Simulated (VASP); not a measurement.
# Al: molecular dynamics with a thermostat

Al, Fm-3m (no. 225), 8 atoms in the cell. PBE, molecular dynamics; PAW potentials Al (PBE set).

Ensemble: NVT; Target temperature (K): 600.

## Input

INCAR:
```
ALGO     = Fast           # electronic algorithm
ANDERSEN_PROB= 0.05         
EDIFF    = 1E-5           # SCF threshold, eV
ENCUT    = 240            # plane-wave cutoff, eV
GGA      = PE             # functional
IBRION   = 0              # ionic algorithm
ISIF     = 2              # what is computed and relaxed
ISMEAR   = -1             # smearing method
ISYM     = 0            
KPAR     = 2            
LASPH    = True           # aspherical terms in the spheres
LCHARG   = False          # write CHGCAR
LREAL    = Auto         
LWAVE    = False          # write WAVECAR
MDALGO   = 1            
NELM     = 60             # most SCF steps
NELMIN   = 4            
NSW      = 80             # ionic steps
POTIM    = 2.0            # step
PREC     = Normal         # precision mode
RANDOM_SEED= 674194 0 0   
SIGMA    = 0.05           # smearing width, eV
TEBEG    = 600          
TEEND    = 600           
```

KPOINTS:
```
k-points
0
Gamma
  3 3 3
```

POSCAR:
```
Al
1.0
    0.0000000000      4.0496100000      4.0496100000
    4.0496100000      0.0000000000      4.0496100000
    4.0496100000      4.0496100000      0.0000000000
Al
8
Direct
    0.0000000000      0.0000000000      0.0000000000
    0.0000000000      0.0000000000      0.5000000000
    0.0000000000      0.5000000000      0.0000000000
    0.0000000000      0.5000000000      0.5000000000
    0.5000000000      0.0000000000      0.0000000000
    0.5000000000      0.0000000000      0.5000000000
    0.5000000000      0.5000000000      0.0000000000
    0.5000000000      0.5000000000      0.5000000000
```

Commands:
```
cat potpaw_PBE.64/Al/POTCAR > POTCAR
mpirun -np 2 vasp_std > vasp.out
```

## Result

- Mean temperature (K): 482
- Rise of the mean potential energy above the start (meV/atom): 64.4
- Electronic steps per ionic step after the first: 4.0

Course of the run:

| Time (fs) | Temperature (K) | Potential energy less the first (meV/atom) |
|---|---|---|
| 2 | 600 | 0.0 |
| 14 | 430 | 22.5 |
| 26 | 168 | 60.4 |
| 38 | 287 | 60.8 |
| 50 | 534 | 38.4 |
| 62 | 561 | 42.6 |
| 74 | 435 | 57.0 |
| 88 | 356 | 70.3 |
| 100 | 458 | 85.6 |
| 112 | 574 | 89.3 |
| 124 | 670 | 82.1 |
| 136 | 661 | 83.6 |
| 148 | 536 | 99.6 |
| 160 | 593 | 91.0 |

REPORT:
```
MDALGO =   1
         ANDERSEN_PROB =  0.05000000
               SCALING =       0
                 CNEXP =     9.000   14.000
           RANDOM_SEED =            674194                0                0

   original number of atomic DOF:         21
   number of independent constraints:      0
   number of active DOF:                  21

========================================
         MD step No.       1
========================================

  Atomic velocities initialized by STEP_tb

  >Energies
                    E_tot             E_pot             E_kin               EPS                ES
   e_b>   -0.29885475E+02   -0.30428371E+02    0.54289534E+00    0.00000000E+00    0.00000000E+00

  >Temperature
               T_sim     T_inst
   tmprt>    600.000    600.000

  >Thermostat, num. of collisions:                0

           RANDOM_SEED =            674194              102                0

[... steps left out ...]

========================================
         MD step No.      80
========================================

  >Energies
                    E_tot             E_pot             E_kin               EPS                ES
   e_b>   -0.29163277E+02   -0.29700054E+02    0.53677763E+00    0.00000000E+00    0.00000000E+00

  >Temperature
               T_sim     T_inst
   tmprt>    600.000    593.239

  >Thermostat, num. of collisions:                0

           RANDOM_SEED =            674194             5000                0
```

OSZICAR:
```
N       E                     dE             d eps       ncg     rms          rms(c)
DAV:   1     0.111624023098E+02    0.11162E+02   -0.54011E+03   476   0.587E+02
DAV:   2    -0.294092887878E+02   -0.40572E+02   -0.39245E+02   624   0.958E+01
DAV:   3    -0.305970548955E+02   -0.11878E+01   -0.11750E+01   617   0.152E+01
DAV:   4    -0.306056371788E+02   -0.85823E-02   -0.85356E-02   572   0.137E+00
DAV:   5    -0.306056762038E+02   -0.39025E-04   -0.39023E-04   620   0.976E-02    0.441E+00
RMM:   6    -0.305035298888E+02    0.10215E+00   -0.11126E-02   476   0.587E-01    0.255E+00
RMM:   7    -0.304286481255E+02    0.74882E-01   -0.34420E-02   479   0.970E-01    0.344E-01
RMM:   8    -0.304283637570E+02    0.28437E-03   -0.17124E-03   476   0.270E-01    0.320E-02
RMM:   9    -0.304283704144E+02   -0.66573E-05   -0.20037E-04   474   0.963E-02    0.310E-02
RMM:  10    -0.304283708309E+02   -0.41654E-06   -0.33162E-05   309   0.367E-02
      1 T=   600. E= -.29885475E+02 F= -.30428371E+02 E0= -.30410131E+02  EK= 0.54290E+00 SP= 0.00E+00 SK= 0.00E+00
       N       E                     dE             d eps       ncg     rms          rms(c)
[... left out ...]
     77 T=   532. E= -.29146667E+02 F= -.29628310E+02 E0= -.29609296E+02  EK= 0.48164E+00 SP= 0.00E+00 SK= 0.00E+00
     79 T=   559. E= -.29163134E+02 F= -.29669276E+02 E0= -.29650694E+02  EK= 0.50614E+00 SP= 0.00E+00 SK= 0.00E+00
[... last step whole ...]
       N       E                     dE             d eps       ncg     rms          rms(c)
DAV:   1    -0.296999459402E+02   -0.30672E-01   -0.13737E-02   668   0.782E-01    0.270E-02
RMM:   2    -0.297000496222E+02   -0.10368E-03   -0.10651E-03   477   0.205E-01    0.915E-03
RMM:   3    -0.297000543749E+02   -0.47527E-05   -0.78593E-05   469   0.612E-02    0.937E-03
RMM:   4    -0.297000541721E+02    0.20281E-06   -0.91828E-06   283   0.201E-02
     80 T=   593. E= -.29163277E+02 F= -.29700054E+02 E0= -.29681645E+02  EK= 0.53678E+00 SP= 0.00E+00 SK= 0.00E+00
```

Limits: 160 fs of 8 atoms are too short for converged averages; the cell is only 4.7 Å across, so each atom moves in step with near copies of itself.

VASP 6.6.1 took 88 s on 2 cores (Intel Xeon 6975P-C (Granite Rapids)), a shared host.
